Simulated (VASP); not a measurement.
# BaS (Fm-3m) in VASP: notebook, part 2 of 2

VASP 6.6.1. The steps go on from the part before.

### Step 3. Single point, r2SCAN (volume scaled by 0.97)

Input file POSCAR:

```
BaS
1.0
    0.0000000000      3.1802661393      3.1802661393
    3.1802661393      0.0000000000      3.1802661393
    3.1802661393      3.1802661393      0.0000000000
Ba S
1 1
Direct
    0.0000000000      0.0000000000      0.0000000000
    0.5000000000      0.5000000000      0.5000000000
```

Input file INCAR.step1:

```
SYSTEM = BaS
  PREC = Accurate
  ENCUT = 520
  ISMEAR = 0
  SIGMA = 0.02
  LREAL = .False.
  LASPH = .True.
  NELM = 100
  NBANDS = 15
  GGA = PE
  ALGO = Normal
  EDIFF = 1E-4
  LWAVE = .True.
  LCHARG = .False.
```

Input file INCAR.step2:

```
SYSTEM = BaS
  PREC = Accurate
  ENCUT = 520
  EDIFF = 1E-7
  ISMEAR = 0
  SIGMA = 0.02
  LREAL = .False.
  LASPH = .True.
  NELM = 100
  ALGO = Normal
  ISIF = 2
  LWAVE = .False.
  LCHARG = .True.
  METAGGA = R2SCAN
  LMIXTAU = .True.
  LELF = .True.
  LVHAR = .True.
  NBANDS = 15
  ISTART = 1
```

Input file KPOINTS:

```
Automatic mesh
0
Gamma
  6 6 6
  0 0 0
```

Potentials or basis: VASP PAW PBE potentials, release 64 (Ba_sv, S).

The run is started by

```sh
$ cat potpaw_PBE.64/Ba_sv/POTCAR potpaw_PBE.64/S/POTCAR > POTCAR
$ cp INCAR.step1 INCAR
$ mpirun -np 1 vasp_std > vasp.out
$ cp INCAR.step2 INCAR
$ mpirun -np 1 vasp_std > vasp.out
```

OUTCAR:

```text
SYSTEM = BaS
   PREC = Accurate
   ENCUT = 520
   EDIFF = 1E-7
   ISMEAR = 0
   LREAL = .False.
   LASPH = .True.
   NELM = 100
   ISIF = 2
   METAGGA = R2SCAN
   ISTART = 1

 ion  position               nearest neighbor table
   1  0.000  0.000  0.000-   2 3.18   2 3.18   2 3.18   2 3.18   2 3.18   2 3.18
   2  0.500  0.500  0.500-   1 3.18   1 3.18   1 3.18   1 3.18   1 3.18   1 3.18

  LATTYP: Found a face centered cubic cell.
 ALAT       =     6.3605322786

  Lattice vectors:

 A1 = (   0.0000000000,   3.1802661393,   3.1802661393)
 A2 = (   3.1802661393,   0.0000000000,   3.1802661393)
 A3 = (   3.1802661393,   3.1802661393,   0.0000000000)

Analysis of symmetry for initial positions (statically):
=====================================================================
 Subroutine PRICEL returns:
 Original cell was already a primitive cell.

 Routine SETGRP: Setting up the symmetry group for a
 face centered cubic supercell.

 Subroutine GETGRP returns: Found 48 space group operations
 (whereof 48 operations were pure point group operations)
 out of a pool of 48 trial point group operations.

The static configuration has the point symmetry O_h .

[... 166 lines left out ...]
      6       1.2865      2.00000
      7       1.2865      2.00000
      8       1.2865      2.00000
      9       5.5757      0.00000
     10       5.5946      0.00000
     11       5.5946      0.00000
     12       5.5946      0.00000
     13       6.6449      0.00000
     14       6.6449      0.00000
[... 257 lines left out ...]
      2     -10.6730      2.00000
      3     -10.5527      2.00000
      4     -10.3982      2.00000
      5      -8.9327      2.00000
      6       0.3816      2.00000
      7       0.7713      2.00000
      8       0.9170      2.00000
      9       4.8657      0.00000
     10       7.3287      0.00000
     11       8.1794      0.00000
     12       8.9900      0.00000
     13       9.4234      0.00000
     14      10.4845      0.00000
     15      11.8422      0.00000

------------------------ aborting loop because EDIFF is reached ----------------------------------------

  FORCE on cell =-STRESS in cart. coord.  units (eV):
  Direction    XX          YY          ZZ          XY          YZ          ZX
  --------------------------------------------------------------------------------------
  -------------------------------------------------------------------------------------
  Total        0.8308210      0.8308210      0.8308210     -0.0000000     -0.0000000     -0.0000000
  in kB       20.6917697     20.6917697     20.6917697     -0.0000000     -0.0000000     -0.0000000
  external PRESSURE =      20.6917697 kB  Pullay stress =       0.0000000 kB

 VOLUME and BASIS-vectors are now :
 -----------------------------------------------------------------------------
  energy-cutoff  :      520.00
  volume of cell :       64.33
      direct lattice vectors                 reciprocal lattice vectors
     0.000000000  3.180266139  3.180266139    -0.157219546  0.157219546  0.157219546
     3.180266139  0.000000000  3.180266139     0.157219546 -0.157219546  0.157219546
     3.180266139  3.180266139  0.000000000     0.157219546  0.157219546 -0.157219546

 POSITION                                       TOTAL-FORCE (eV/Angst)
 -----------------------------------------------------------------------------------
      0.00000      0.00000      0.00000        -0.000000     -0.000000     -0.000000
      3.18027      3.18027      3.18027         0.000000      0.000000      0.000000
 -----------------------------------------------------------------------------------
    total drift:                                0.000000      0.000000      0.000000

  FREE ENERGIE OF THE ION-ELECTRON SYSTEM (eV)
  ---------------------------------------------------
  free  energy   TOTEN  =       -39.1892935691 eV

  energy  without entropy=      -39.1892935691  energy(sigma->0) =      -39.18929357
```

OSZICAR.step1:

```text
N       E                     dE             d eps       ncg     rms          rms(c)
DAV:   1     0.859163450941E+02    0.85916E+02   -0.67716E+03   480   0.922E+02
DAV:   2    -0.593339976063E+01   -0.91850E+02   -0.83475E+02   649   0.174E+02
DAV:   3    -0.105548649080E+02   -0.46215E+01   -0.45972E+01   644   0.416E+01
DAV:   4    -0.106508556980E+02   -0.95991E-01   -0.95970E-01   633   0.592E+00
DAV:   5    -0.106527913776E+02   -0.19357E-02   -0.19356E-02   599   0.678E-01    0.490E+00
DAV:   6    -0.101590449572E+02    0.49375E+00   -0.67053E-01   557   0.493E+00    0.336E+00
DAV:   7    -0.101606734568E+02   -0.16285E-02   -0.18664E-01   600   0.243E+00    0.213E+00
DAV:   8    -0.101742393665E+02   -0.13566E-01   -0.24385E-02   543   0.113E+00    0.202E-01
DAV:   9    -0.101746267971E+02   -0.38743E-03   -0.32503E-03   634   0.415E-01    0.140E-01
DAV:  10    -0.101754548207E+02   -0.82802E-03   -0.95474E-04   494   0.210E-01    0.385E-02
DAV:  11    -0.101755350238E+02   -0.80203E-04   -0.10844E-04   574   0.637E-02
   1 F= -.10175535E+02 E0= -.10175535E+02  d E =-.318254E-36
```

Run time: 74 s. Hardware: 1 thread of Intel Xeon 6975P-C, shared host; peak memory 0.22 GiB.

What came out:

```
Free energy            : -39.1893 eV
Pressure               : 2.1 GPa
Band gap on the k mesh : 2.44 eV, indirect (least direct gap 2.57 eV)
```

Caveat: the cell differs from its parent crystal (volume scaled by 0.97); the PAW data sets were made with another functional, which shifts forces and pressure a little; spin-orbit coupling is left out, which moves the levels of the heavy elements.

### Step 4. Single point, r2SCAN

This run uses another cell than the first one, of 33.16 Å³/atom, 1.064 times its volume.

Input file POSCAR:

```
BaS
1.0
    0.0000000000      3.2127200761      3.2127200761
    3.2127200761      0.0000000000      3.2127200761
    3.2127200761      3.2127200761      0.0000000000
Ba S
1 1
Direct
    0.0000000000      0.0000000000      0.0000000000
    0.5000000000      0.5000000000      0.5000000000
```

Input file INCAR.step1:

```
SYSTEM = BaS
PREC = Accurate
ENCUT = 520
ISMEAR = 0
SIGMA = 0.02
LREAL = .False.
LASPH = .True.
NELM = 100
NBANDS = 15
GGA = PE
ALGO = Normal
EDIFF = 1E-4
LWAVE = .True.
LCHARG = .False.
```

Input file INCAR.step2:

```
SYSTEM = BaS
PREC = Accurate
ENCUT = 520
EDIFF = 1E-7
ISMEAR = 0
SIGMA = 0.02
LREAL = .False.
LASPH = .True.
NELM = 100
ALGO = Normal
ISIF = 2
LWAVE = .False.
LCHARG = .True.
METAGGA = R2SCAN
LMIXTAU = .True.
LELF = .True.
LVHAR = .True.
NBANDS = 15
ISTART = 1
```

Input file KPOINTS:

```
regular mesh
0
Gamma
  6 6 6
  0 0 0
```

Potentials or basis: VASP PAW PBE potentials, release 64 (Ba_sv, S).

The run is started by

```sh
$ cat potpaw_PBE.64/Ba_sv/POTCAR potpaw_PBE.64/S/POTCAR > POTCAR
$ cp INCAR.step1 INCAR
$ mpirun -np 1 vasp_std > vasp.out
$ cp INCAR.step2 INCAR
$ mpirun -np 1 vasp_std > vasp.out
```

OUTCAR:

```text
SYSTEM = BaS
   PREC = Accurate
   ENCUT = 520
   EDIFF = 1E-7
   ISMEAR = 0
   LREAL = .False.
   LASPH = .True.
   NELM = 100
   ISIF = 2
   METAGGA = R2SCAN
   ISTART = 1

 ion  position               nearest neighbor table
   1  0.000  0.000  0.000-   2 3.21   2 3.21   2 3.21   2 3.21   2 3.21   2 3.21
   2  0.500  0.500  0.500-   1 3.21   1 3.21   1 3.21   1 3.21   1 3.21   1 3.21

  LATTYP: Found a face centered cubic cell.
 ALAT       =     6.4254401522

  Lattice vectors:

[... 466 lines left out ...]

  FORCE on cell =-STRESS in cart. coord.  units (eV):
  Direction    XX          YY          ZZ          XY          YZ          ZX
  --------------------------------------------------------------------------------------
  -------------------------------------------------------------------------------------
  Total        0.2271473      0.2271473      0.2271473      0.0000000      0.0000000      0.0000000
  in kB        5.4874361      5.4874361      5.4874361      0.0000000      0.0000000      0.0000000
  external PRESSURE =       5.4874361 kB  Pullay stress =       0.0000000 kB

 VOLUME and BASIS-vectors are now :
 -----------------------------------------------------------------------------
  energy-cutoff  :      520.00
  volume of cell :       66.32
      direct lattice vectors                 reciprocal lattice vectors
     0.000000000  3.212720076  3.212720076    -0.155631362  0.155631362  0.155631362
     3.212720076  0.000000000  3.212720076     0.155631362 -0.155631362  0.155631362
     3.212720076  3.212720076  0.000000000     0.155631362  0.155631362 -0.155631362

 POSITION                                       TOTAL-FORCE (eV/Angst)
 -----------------------------------------------------------------------------------
      0.00000      0.00000      0.00000         0.000000      0.000000      0.000000
      3.21272      3.21272      3.21272        -0.000000     -0.000000     -0.000000
 -----------------------------------------------------------------------------------
    total drift:                                0.000000      0.000000      0.000000

  FREE ENERGIE OF THE ION-ELECTRON SYSTEM (eV)
  ---------------------------------------------------
  free  energy   TOTEN  =       -39.2054880814 eV

  energy  without entropy=      -39.2054880814  energy(sigma->0) =      -39.20548808
```

OSZICAR.step1:

```text
N       E                     dE             d eps       ncg     rms          rms(c)
DAV:   1     0.853550944294E+02    0.85355E+02   -0.68763E+03   480   0.927E+02
DAV:   2    -0.563502938356E+01   -0.90990E+02   -0.81271E+02   651   0.171E+02
DAV:   3    -0.105703469595E+02   -0.49353E+01   -0.48995E+01   651   0.413E+01
DAV:   4    -0.106770218464E+02   -0.10667E+00   -0.10665E+00   619   0.616E+00
DAV:   5    -0.106795235363E+02   -0.25017E-02   -0.25016E-02   658   0.696E-01    0.470E+00
DAV:   6    -0.101738452568E+02    0.50568E+00   -0.69460E-01   557   0.498E+00    0.321E+00
DAV:   7    -0.101764960273E+02   -0.26508E-02   -0.18745E-01   593   0.242E+00    0.210E+00
DAV:   8    -0.101903907281E+02   -0.13895E-01   -0.24151E-02   522   0.112E+00    0.196E-01
DAV:   9    -0.101911578815E+02   -0.76715E-03   -0.33056E-03   634   0.422E-01    0.160E-01
DAV:  10    -0.101920278143E+02   -0.86993E-03   -0.99208E-04   494   0.209E-01    0.421E-02
DAV:  11    -0.101921262919E+02   -0.98478E-04   -0.12766E-04   584   0.680E-02
   1 F= -.10192126E+02 E0= -.10192126E+02  d E =-.125574E-35
```

Run time: 77 s. Hardware: 1 thread of Intel Xeon 6975P-C, shared host; peak memory 0.22 GiB.

Results:

| Property | Result |
| --- | --- |
| Free energy | -39.2055 eV |
| Pressure | 0.5 GPa |
| Band gap on the k mesh | 2.49 eV, indirect (least direct gap 2.64 eV) |

Levels at points of the mesh, in eV from the valence-band top:
| k point | band 4 | band 5 | band 6 | band 7 | band 8 | band 9 | band 10 | band 11 | band 12 | band 13 |
| --- | --- | --- | --- | --- | --- | --- | --- | --- | --- | --- |
| (0.00, 0.00, 0.00) | -11.50 | -10.77 | 0.00 | 0.00 | 0.00 | 4.13 | 4.30 | 4.30 | 4.30 | 5.32 |
| (0.50, 0.00, 0.00) | -11.54 | -9.51 | -1.88 | -1.05 | -1.05 | 5.97 | 6.08 | 6.79 | 6.79 | 9.49 |
| (0.50, 0.50, 0.00) | -11.69 | -10.68 | -0.54 | -0.14 | -0.14 | 2.49 | 6.48 | 6.61 | 7.95 | 7.95 |

Caveat: the PAW data sets were made with another functional, which shifts forces and pressure a little; spin-orbit coupling is left out, which moves the levels of the heavy elements.

### Step 5. Single point, r2SCAN (volume scaled by 1.03)

Input file POSCAR:

```
BaS
1.0
    0.0000000000      3.2445312546      3.2445312546
    3.2445312546      0.0000000000      3.2445312546
    3.2445312546      3.2445312546      0.0000000000
Ba S
1 1
Direct
    0.0000000000      0.0000000000      0.0000000000
    0.5000000000      0.5000000000      0.5000000000
```

Input file INCAR.step1:

```
SYSTEM = BaS
PREC = Accurate ; ENCUT = 520
ISMEAR = 0 ; SIGMA = 0.02
LREAL = .False. ; LASPH = .True.
NELM = 100 ; NBANDS = 15
GGA = PE ; ALGO = Normal
EDIFF = 1E-4 ; LWAVE = .True.
LCHARG = .False.
```

Input file INCAR.step2:

```
SYSTEM = BaS
PREC = Accurate ; ENCUT = 520
EDIFF = 1E-6 ; ISMEAR = 0
SIGMA = 0.02 ; LREAL = .False.
LASPH = .True. ; NELM = 100
ALGO = Normal ; ISIF = 2
LWAVE = .False. ; LCHARG = .False.
METAGGA = R2SCAN ; LMIXTAU = .True.
NBANDS = 15 ; ISTART = 1
```

Input file KPOINTS:

```
Automatic mesh
0
Gamma
  6 6 6
  0 0 0
```

Potentials or basis: VASP PAW PBE potentials, release 64 (Ba_sv, S).

The run is started by

```sh
$ cat potpaw_PBE.64/Ba_sv/POTCAR potpaw_PBE.64/S/POTCAR > POTCAR
$ cp INCAR.step1 INCAR
$ mpirun -np 1 vasp_std > vasp.out
$ cp INCAR.step2 INCAR
$ mpirun -np 1 vasp_std > vasp.out
```

OUTCAR:

```text
SYSTEM = BaS
   PREC = Accurate
   ENCUT = 520
   EDIFF = 1E-6
   ISMEAR = 0
   LREAL = .False.
   LASPH = .True.
   NELM = 100
   ISIF = 2
   METAGGA = R2SCAN
   ISTART = 1

 ion  position               nearest neighbor table
   1  0.000  0.000  0.000-   2 3.24   2 3.24   2 3.24   2 3.24   2 3.24   2 3.24
   2  0.500  0.500  0.500-   1 3.24   1 3.24   1 3.24   1 3.24   1 3.24   1 3.24

  LATTYP: Found a face centered cubic cell.
 ALAT       =     6.4890625092

  Lattice vectors:

[... 466 lines left out ...]

  FORCE on cell =-STRESS in cart. coord.  units (eV):
  Direction    XX          YY          ZZ          XY          YZ          ZX
  --------------------------------------------------------------------------------------
  -------------------------------------------------------------------------------------
  Total       -0.3168569     -0.3168569     -0.3168569      0.0000000      0.0000000      0.0000000
  in kB       -7.4316955     -7.4316955     -7.4316955      0.0000000      0.0000000      0.0000000
  external PRESSURE =      -7.4316955 kB  Pullay stress =       0.0000000 kB

 VOLUME and BASIS-vectors are now :
 -----------------------------------------------------------------------------
  energy-cutoff  :      520.00
  volume of cell :       68.31
      direct lattice vectors                 reciprocal lattice vectors
     0.000000000  3.244531255  3.244531255    -0.154105466  0.154105466  0.154105466
     3.244531255  0.000000000  3.244531255     0.154105466 -0.154105466  0.154105466
     3.244531255  3.244531255  0.000000000     0.154105466  0.154105466 -0.154105466

 POSITION                                       TOTAL-FORCE (eV/Angst)
 -----------------------------------------------------------------------------------
      0.00000      0.00000      0.00000         0.000000      0.000000      0.000000
      3.24453      3.24453      3.24453         0.000000      0.000000      0.000000
 -----------------------------------------------------------------------------------
    total drift:                                0.000000      0.000000      0.000000

  FREE ENERGIE OF THE ION-ELECTRON SYSTEM (eV)
  ---------------------------------------------------
  free  energy   TOTEN  =       -39.2042711583 eV

  energy  without entropy=      -39.2042711583  energy(sigma->0) =      -39.20427116
```

Wall time 73 s (1 thread of Intel Xeon 6975P-C, shared host); peak memory 0.22 GiB.

Results:

```
Free energy            : -39.2043 eV
Pressure               : -0.7 GPa
Band gap on the k mesh : 2.54 eV, indirect (least direct gap 2.69 eV)
```

Caveat: the cell differs from its parent crystal (volume scaled by 1.03); the PAW data sets were made with another functional, which shifts forces and pressure a little; spin-orbit coupling is left out, which moves the levels of the heavy elements.

### Step 6. Single point, r2SCAN (volume scaled by 1.06)

Input file POSCAR:

```
BaS
1.0
    0.0000000000      3.2757305845      3.2757305845
    3.2757305845      0.0000000000      3.2757305845
    3.2757305845      3.2757305845      0.0000000000
Ba S
1 1
Direct
    0.0000000000      0.0000000000      0.0000000000
    0.5000000000      0.5000000000      0.5000000000
```

Input file INCAR.step1:

```
SYSTEM = BaS
  PREC = Accurate
  ENCUT = 520
  ISMEAR = 0
  SIGMA = 0.02
  LREAL = .FALSE.
  LASPH = .TRUE.
  NELM = 100
  NBANDS = 15
  GGA = PE
  ALGO = Normal
  EDIFF = 1E-4
  LWAVE = .TRUE.
  LCHARG = .FALSE.
```

Input file INCAR.step2:

```
SYSTEM = BaS
  PREC = Accurate
  ENCUT = 520
  EDIFF = 1E-6
  ISMEAR = 0
  SIGMA = 0.02
  LREAL = .FALSE.
  LASPH = .TRUE.
  NELM = 100
  ALGO = Normal
  ISIF = 2
  LWAVE = .FALSE.
  LCHARG = .TRUE.
  METAGGA = R2SCAN
  LMIXTAU = .TRUE.
  LELF = .TRUE.
  LVHAR = .TRUE.
  NBANDS = 15
  ISTART = 1
```

Input file KPOINTS:

```
Automatic mesh
0
G
  6 6 6
  0 0 0
```

Potentials or basis: VASP PAW PBE potentials, release 64 (Ba_sv, S).

The run is started by

```sh
$ cat potpaw_PBE.64/Ba_sv/POTCAR potpaw_PBE.64/S/POTCAR > POTCAR
$ cp INCAR.step1 INCAR
$ mpirun -np 1 vasp_std > vasp.out
$ cp INCAR.step2 INCAR
$ mpirun -np 1 vasp_std > vasp.out
```

Wall time 78 s (1 thread of Intel Xeon 6975P-C, shared host); peak memory 0.22 GiB.

Results (log left out):

| Property | Result |
| --- | --- |
| Free energy | -39.1882 eV |
| Pressure | -1.8 GPa |
| Band gap on the k mesh | 2.58 eV, indirect (least direct gap 2.75 eV) |

Levels at points of the mesh, in eV from the valence-band top:
```
           k point  band 5  band 6  band 7  band 8  band 9  band 10  band 11  band 12
(0.00, 0.00, 0.00)  -10.68    0.00    0.00    0.00    3.84     4.28     4.28     4.28
(0.50, 0.00, 0.00)   -9.68   -1.76   -0.94   -0.94    5.77     5.89     6.55     6.55
(0.50, 0.50, 0.00)  -10.59   -0.60   -0.17   -0.17    2.57     6.26     6.32     7.63
```

Caveat: the cell differs from its parent crystal (volume scaled by 1.06); the PAW data sets were made with another functional, which shifts forces and pressure a little; spin-orbit coupling is left out, which moves the levels of the heavy elements. A k mesh can miss the band edges.

### Step 7. Overview

```csv
cell,gap on the mesh (eV),pressure (GPa)
"a = 4.451 Å, angles 60.0°, 2 atoms",2.38,3.9
"a = 4.498 Å, angles 60.0°, 2 atoms",2.44,2.1
"a = 4.543 Å, angles 60.0°, 2 atoms",2.49,0.5
"a = 4.588 Å, angles 60.0°, 2 atoms",2.54,-0.7
"a = 4.633 Å, angles 60.0°, 2 atoms",2.58,-1.8
```

Alike in all rows: task single point; level r2SCAN; potentials or basis VASP PAW PBE potentials, release 64 (Ba_sv, S); no spin polarisation; k mesh 6 × 6 × 6; cutoff (eV) 520; smearing gaussian 0.02 eV.

Caveats: the PAW data sets were made with another functional, which shifts forces and pressure a little; spin-orbit coupling is left out, which moves the levels of the heavy elements.

Absolute energies hang on the potentials; compare differences alone.

### Step 8. How close it comes

Step 4. Against the measured gap of BaS, 3.806 eV (indirect; 2 K; a printed reference work, monograph, original work of 1988), the calculated 2.49 eV is off by -1.31 eV. Spin-orbit coupling on Ba is left out. The value is that of r2SCAN on a finite k mesh, which can miss the band edges, without temperature or zero-point motion.
